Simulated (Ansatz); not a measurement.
A run of Ansatz 0.2.0 is set up as follows.

input.yaml

```yaml
crystal:
  lattice:
    - [1.6696368166, 0.9639652655, 8.20746325]
    - [-1.6696368166, 0.9639652655, 8.20746325]
    - [0.0, -1.927930531, 8.20746325]
  atoms:
    - { symbol: In, position: [0.22198776, 0.22198776, 0.22198776] }
    - { symbol: In, position: [0.77801224, 0.77801224, 0.77801224] }
    - { symbol: In, position: [0.0, 0.0, 0.0] }
kpoints:
  mp_grid: { grid: [7, 7, 7] }
  band_path:
    path: [[0.0, 0.0, 0.0], [0.5, 0.0, 0.0], [0.5, 0.175862977, -0.175862977]]
    npoints: 12
scf:
  occupations: { method: fermi_dirac, width: 0.05 }
hamiltonian:
  xc: pbesol
  pseudopotentials: { kind: all_electron, lapw: { basis_error: 0.002 } }
output:
  forces: true
  stress: true
  eigenvalues: true
```

Potentials or basis: all-electron LAPW, scalar-relativistic.

Run with:

```console
$ ansatz run input.yaml --threads 2 --pin off --max-ram 8192MiB --backend cpu --events-out ev --progress --plain --runs-dir out
```

Task: Predict the pressure.

Result: -1.3 GPa.

Task: Estimate the largest force.

Result: 0.007 eV/Å.

Task: Estimate the band gap along the path.

Result: None (metal or under the smearing width).

Forces on the atoms (eV/Å):
```
In   0.000  0.000 -0.007
In   0.000  0.000  0.007
In   0.000  0.000  0.000
```

Caveat: the k mesh is thin for a metal, which can move the energy by tens of meV per atom; spin-orbit coupling is left out, which moves the levels of the heavy elements.
